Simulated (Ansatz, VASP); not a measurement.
Two plane-wave programs on CoPtO2

```
Co Pt O
1.0
     1.40548    0.81145    5.90784
    -1.40548    0.81145    5.90784
     0.00000   -1.62291    5.90784
Co Pt O
1 1 2
Direct
  0.50000 0.50000 0.50000
  0.00000 0.00000 0.00000
  0.88784 0.88784 0.88784
  0.11216 0.11216 0.11216
```

Alike in both runs: task relaxation of shape and atoms at fixed volume; functional PBE; k mesh 14 × 14 × 14; occupations gaussian, width 0.05 eV; no spin polarisation.

|  | VASP | Ansatz |
| --- | --- | --- |
| version | VASP 6.6.1 | Ansatz 0.2.0 |
| potentials or method | VASP PAW PBE potentials, release 64 (Co, Pt, O) | scalar-relativistic, plane waves, PAW |
| plane-wave cutoff (eV) | 600 | 420 |
| valence electrons in the cell | 31 | 47 |

|  | VASP | Ansatz | Ansatz less VASP |
| --- | --- | --- | --- |
| gap on the k mesh at the Fermi level, each at its own relaxed structure (eV) | none | none | - |
| relaxed volume (Å³/atom) | 10.11 | 10.11 | 0.000 |
| relaxed cell length with the largest relative difference (Å) | 6.151 | 6.145 | -0.0058 |

A gap of «none» marks a metal or a gap that the smearing closes. The two sets of potentials don't hold the same shells in valence.

Caveats: an odd number of electrons without spin polarisation forces a metal; a magnetic or distorted state may lie lower; the run has no spin polarisation, though such a crystal can be magnetic; semilocal functionals often make such compounds metallic where correlation or magnetic order opens a gap, which also shifts bond lengths. The runs have no spin-orbit coupling, so splittings on Pt are missing. Spin polarisation is off, so any magnetic state and its effect on volume and gap are missing.
